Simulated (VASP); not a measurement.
# CuAu (R-3m) in VASP: notebook

One crystal, CuAu, is run at these levels: LDA; tasks: single point, relaxation of cell and atoms.

Program: VASP 6.6.1. These are calculated values, not measurements. Logs are shortened: lines on timing, memory, paths and dates and some standing lists are left out, and cuts for length are marked.

## (1) The crystal as given

It takes space group R-3m (No. 166, trigonal). The conventional cell has a = 2.802 Å, b = 2.802 Å, c = 12.396 Å, α = 90.00°, β = 90.00°, γ = 120.00°. Around Cu (site symmetry -3m) lie 6 Au at 2.62 Å and 6 Cu at 2.80 Å. Around Au (site symmetry -3m) lie 6 Cu at 2.62 Å and 6 Au at 2.80 Å.

The cell comes from a database or a generator and needn't be the stable form of this composition.

## (2) Single point, LDA

Input file INCAR:

```
  ALGO = Normal
  EDIFF = 1E-7
  ENCUT = 520
  ISIF = 2
  ISMEAR = -1
  LASPH = T
  LCHARG = F
  LREAL = F
  LWAVE = F
  NBANDS = 18
  NELM = 100
  PREC = Accurate
  SIGMA = 0.05
```

Input file KPOINTS:

```
k-points
0
Gamma
  9 9 9
```

Input file POSCAR:

```
CuAu
1.0
    1.4009497024      0.8088385260      4.1319792578
   -1.4009497024      0.8088385260      4.1319792578
    0.0000000000     -1.6176775374      4.1319791628
Cu Au
1 1
Direct
    0.5000000000      0.5000000000      0.5000000000
    0.0000000000      0.0000000000      0.0000000000
```

Potentials or basis: VASP PAW LDA potentials, release 64 (Cu, Au).

Started as:

```console
cat potpaw_LDA.64/Cu/POTCAR potpaw_LDA.64/Au/POTCAR > POTCAR
mpirun -np 1 vasp_std > vasp.out
```

OUTCAR:

```text
EDIFF = 1E-7
   ENCUT = 520
   ISIF = 2
   ISMEAR = -1
   LASPH = T
   LREAL = F
   NELM = 100
   PREC = Accurate

 ion  position               nearest neighbor table
   1  0.500  0.500  0.500-   2 2.62   2 2.62   2 2.62   2 2.62   2 2.62   2 2.62
   2  0.000  0.000  0.000-   1 2.62   1 2.62   1 2.62   1 2.62   1 2.62   1 2.62

  LATTYP: Found a trigonal (rhomboedric) cell.
 ALAT       =     4.4373564672
 COS(alpha) =     0.8006453154

  Lattice vectors:

 A1 = (   1.4009497024,   0.8088385260,   4.1319792578)
 A2 = (  -1.4009497024,   0.8088385260,   4.1319792578)
 A3 = (   0.0000000000,  -1.6176775374,   4.1319791628)

Analysis of symmetry for initial positions (statically):
=====================================================================
 Subroutine PRICEL returns:
 Original cell was already a primitive cell.

 Routine SETGRP: Setting up the symmetry group for a
 trigonal (rhombohedral) supercell.

 Subroutine GETGRP returns: Found 12 space group operations
 (whereof 12 operations were pure point group operations)
 out of a pool of 12 trial point group operations.

The static configuration has the point symmetry D_3d.

Analysis of symmetry for dynamics (positions and initial velocities):
=====================================================================
 Subroutine PRICEL returns:
 Original cell was already a primitive cell.

 Routine SETGRP: Setting up the symmetry group for a
 trigonal (rhombohedral) supercell.

 Subroutine GETGRP returns: Found 12 space group operations
 (whereof 12 operations were pure point group operations)
 out of a pool of 12 trial point group operations.

The dynamic configuration has the point symmetry D_3d.

 Subroutine INISYM returns: Found 12 space group operations
 (whereof 12 operations are pure point group operations),
 and found     1 'primitive' translations

----------------------------------------------------------------------------------------

                                     Primitive cell

  volume of cell :      28.0927

  direct lattice vectors                    reciprocal lattice vectors
     1.400949702  0.808838526  4.131979258     0.356900750  0.206056741  0.080671598
    -1.400949702  0.808838526  4.131979258    -0.356900750  0.206056741  0.080671598
     0.000000000 -1.617677537  4.131979163     0.000000000 -0.412113492  0.080671574
[... 80 lines left out ...]
   LSORBIT =      F    spin-orbit coupling
   LASPH  =      T    aspherical Exc in radial PAW
   ENCUT  =  520.0 eV  38.22 Ry    6.18 a.u.   8.25  8.25  8.25*2*pi/ulx,y,z
   NELM   =    100;   NELMIN=  2; NELMDL= -5     # of ELM steps
   EDIFF  = 0.1E-06   stopping-criterion for ELM
   LREAL  =      F    real-space projection
   EDIFFG = 0.1E-05   stopping-criterion for IOM
   NSW    =      0    number of steps for IOM
   IBRION =     -1    ionic relax: 0-MD 1-quasi-New 2-CG
   NFREE  =      0    steps in history (QN), initial steepest desc. (CG)
   ISIF   =      2    stress and relaxation
   ISYM   =      2    0-nonsym 1-usesym 2-fastsym
   POTIM  = 0.5000    time-step for ionic-motion
   TEBEG  =    0.0;   TEEND  =   0.0 temperature during run
   PSTRESS=    0.0 pullay stress
   NELECT =      22.0000    total number of electrons
   NUPDOWN=      -1.0000    fix difference up-down
   EMIN   =  10.00;   EMAX   =-10.00  energy-range for DOS
   EFERMI =   0.00;   METHOD = LEGACY
   ISMEAR =    -1;   SIGMA  =   0.05  broadening in eV -4-tet -1-fermi 0-gaus
   EFERMI_NEDOS =   21; number of points for ismear=-14 and -15
   IALGO  =     38    algorithm
   IMIX   =      4    mixing-type and parameters
     AMIX     =   0.40;   BMIX     =  1.00
     AMIX_MAG =   1.60;   BMIX_MAG =  1.00
  volume/ion in A,a.u.               =      14.05        94.79
  Fermi-wavevector in a.u.,A,eV,Ry     =   1.508983  2.851565 30.980884  2.277031
  Thomas-Fermi vector in A             =   2.619366
   LORBIT       =      0    0 simple, 1 ext, 2 COOP (PROOUT), +10 PAW based schemes
   GGA     = CA    functional components
   LHFCALC =     F    Hartree Fock is set to
   AEXX    =    0.0000 exact exchange contribution
   IVDW    =     0    specifies the selected vdW correction
   LEPSILON=     F    determine dielectric tensor
   LRPA    =     F    only Hartree local field effects (RPA)
 non-spin polarized calculation
  energy-cutoff  :      520.00
  volume of cell :       28.09
 maximum number of plane-waves:       771
 NGX is ok and might be reduce to    36
   NGX = 17   NGY = 17   NGZ = 17

 number of electron      22.0000003 magnetization

 Free energy of the ion-electron system (eV)
  ---------------------------------------------------
  ext. energy  EPLUGINS =         0.00000000
  ---------------------------------------------------
  free energy    TOTEN  =        -9.09969756 eV

  energy without entropy =       -9.09432019  energy(sigma->0) =       -9.09700888

 E-fermi :   9.2219     XC(G=0): -13.1652

 val. band max:        9.2003553479   @ k =   0.4444   0.2222   0.2222
 cond. band min:       9.2509998426   @ k =  -0.4444   0.3333   0.2222
 fundamental gap:      0.0506444947
 Fermi energy:         9.2218819105

 k-point     1 :       0.0000    0.0000    0.0000
  band No.  band energies     occupation
      1      -1.1495      2.00000
      2       2.0126      2.00000
      3       3.8811      2.00000
      4       3.8811      2.00000
      5       5.0307      2.00000
      6       5.0307      2.00000
[... 481 lines left out ...]
      5       6.1206      2.00000
      6       6.8613      2.00000
[... 10 lines left out ...]
     17      25.8550      0.00000
     18      26.1749      0.00000

 [... further k-points ...]

------------------------ aborting loop because EDIFF is reached ----------------------------------------

  FORCE on cell =-STRESS in cart. coord.  units (eV):
  Direction    XX          YY          ZZ          XY          YZ          ZX
  --------------------------------------------------------------------------------------
  -------------------------------------------------------------------------------------
  Total       -0.1625797     -0.1625797      0.6468099      0.0000000     -0.0000000     -0.0000000
  in kB       -9.2722058     -9.2722058     36.8887054      0.0000000     -0.0000018     -0.0000000
  external PRESSURE =       6.1147646 kB  Pullay stress =       0.0000000 kB

 VOLUME and BASIS-vectors are now :
 -----------------------------------------------------------------------------
  energy-cutoff  :      520.00
  volume of cell :       28.09
      direct lattice vectors                 reciprocal lattice vectors
     1.400949702  0.808838526  4.131979258     0.356900750  0.206056741  0.080671598
    -1.400949702  0.808838526  4.131979258    -0.356900750  0.206056741  0.080671598
     0.000000000 -1.617677537  4.131979163     0.000000000 -0.412113492  0.080671574

 POSITION                                       TOTAL-FORCE (eV/Angst)
 -----------------------------------------------------------------------------------
      0.00000     -0.00000      6.19797         0.000000     -0.000000      0.000000
      0.00000      0.00000      0.00000         0.000000      0.000000     -0.000000
 -----------------------------------------------------------------------------------
    total drift:                                0.000000     -0.000000      0.000000

  FREE ENERGIE OF THE ION-ELECTRON SYSTEM (eV)
  ---------------------------------------------------
  free  energy   TOTEN  =        -9.0996975631 eV

  energy  without entropy=       -9.0943201897  energy(sigma->0) =       -9.09700888
```

stdout:

```text
POSCAR found type information on POSCAR CuAu
 POSCAR found :  2 types and       2 ions
 scaLAPACK will be used
 LDA part: xc-table for (Slater(with rela. corr.)+CA(PZ))
 , standard interpolation
 POSCAR, INCAR and KPOINTS ok, starting setup
 FFT: planning ... GRIDC
 FFT: planning ... GRID_SOFT
 FFT: planning ... GRID
 WAVECAR not read
 entering main loop
```

Wall time 30 s (1 thread of Intel Xeon 6975P-C (Granite Rapids), shared host); peak memory 0.2 GiB.

What came out:

```
Free energy            : -9.0997 eV
Pressure               : 0.6 GPa
Band gap on the k mesh : none (metal or under the smearing width)
```

Stress tensor (GPa, compression positive):
```
-0.93  0.00  0.00
 0.00 -0.93  0.00
 0.00  0.00  3.69
```

Levels at points of the mesh, in eV from the Fermi level:
| k point | band 7 | band 8 | band 9 | band 10 | band 11 | band 12 | band 13 | band 14 | band 15 | band 16 |
| --- | --- | --- | --- | --- | --- | --- | --- | --- | --- | --- |
| (0.00, 0.00, 0.00) | -3.09 | -2.49 | -2.49 | -1.75 | -1.75 | -0.43 | 5.05 | 14.45 | 16.56 | 16.56 |

Spin-orbit coupling is left out, which matters for the levels of Au.

## (3) Relaxation of cell and atoms, LDA

This run uses another cell than the first one, of 15.35 Å³/atom, 1.093 times its volume.

Input file INCAR:

```
SYSTEM = CuAu
ALGO = Fast ; EDIFF = 1E-7
EDIFFG = -0.01 ; ENCUT = 600
GGA = CA ; IBRION = 2
ISIF = 8 ; ISMEAR = -1
LASPH = .True. ; LCHARG = .False.
LREAL = .False. ; LWAVE = .False.
NELM = 100 ; NSW = 60
PREC = Accurate ; SIGMA = 0.05
```

Input file KPOINTS:

```
k-points
0
Gamma
  9 9 9
  0 0 0
```

Input file POSCAR:

```
CuAu
1.0
    1.4430570000      0.8331490000      4.2561710000
   -1.4430570000      0.8331490000      4.2561710000
    0.0000000000     -1.6662990000      4.2561710000
Cu Au
1 1
Direct
    0.5000000000      0.5000000000      0.5000000000
    0.0000000000      0.0000000000      0.0000000000
```

Potentials or basis: VASP PAW LDA potentials, release 64 (Cu, Au).

Started as:

```console
cat potpaw_LDA.64/Cu/POTCAR potpaw_LDA.64/Au/POTCAR > POTCAR
mpirun -np 1 vasp_std > vasp.out
```

Run time: 3.4 min. Hardware: 1 thread of Intel Xeon 6975P-C (Granite Rapids), shared host; peak memory 0.29 GiB.

It converged, with:

```yaml
Free_energy: -9.1005 eV
Relaxed_volume: 14.09 Å³/atom
Relaxed_cell: a = 4.442 Å, b = 4.442 Å, c = 4.442 Å, α = 36.81°, β = 36.81°, γ = 36.81°
Space_group_after_relaxing_to_0.05_Å: R-3m (No. 166)
Energy_gained_by_relaxing: 53.1 meV/atom
Ionic_steps: 4
Pressure_after_relaxing: -0.1 GPa
Band_gap_on_the_k_mesh: none (metal or under the smearing width)
```

Stress tensor (GPa, compression positive):
```
-1.60  0.00  0.00
 0.00 -1.60  0.00
 0.00  0.00  2.95
```

Step by step:
```tsv
step	energy change (eV)	largest force (eV/Å)	pressure (GPa)	volume (Å³)
1	0.0000	0.0000	-12.34	30.70
2	0.0421	0.0000	21.63	25.74
3	-0.1062	0.0000	-0.29	28.23
4	-0.1062	0.0000	-0.08	28.18
```

Final structure:
```cif
data_structure
_symmetry_space_group_name_H-M 'P 1'
_symmetry_Int_Tables_number 1
_cell_length_a 4.4420
_cell_length_b 4.4420
_cell_length_c 4.4420
_cell_angle_alpha 36.808
_cell_angle_beta 36.808
_cell_angle_gamma 36.808
_cell_volume 28.18
loop_
_atom_site_label
_atom_site_type_symbol
_atom_site_fract_x
_atom_site_fract_y
_atom_site_fract_z
_atom_site_occupancy
Cu1 Cu 0.50000 0.50000 0.50000 1
Au1 Au 0.00000 0.00000 0.00000 1
```

Levels at points of the mesh, in eV from the Fermi level:
```csv
k point,band 7,band 8,band 9,band 10,band 11,band 12,band 13,band 14,band 15
"(0.00, 0.00, 0.00)",-3.08,-2.48,-2.48,-1.74,-1.74,-0.42,5.03,14.45,16.53
```
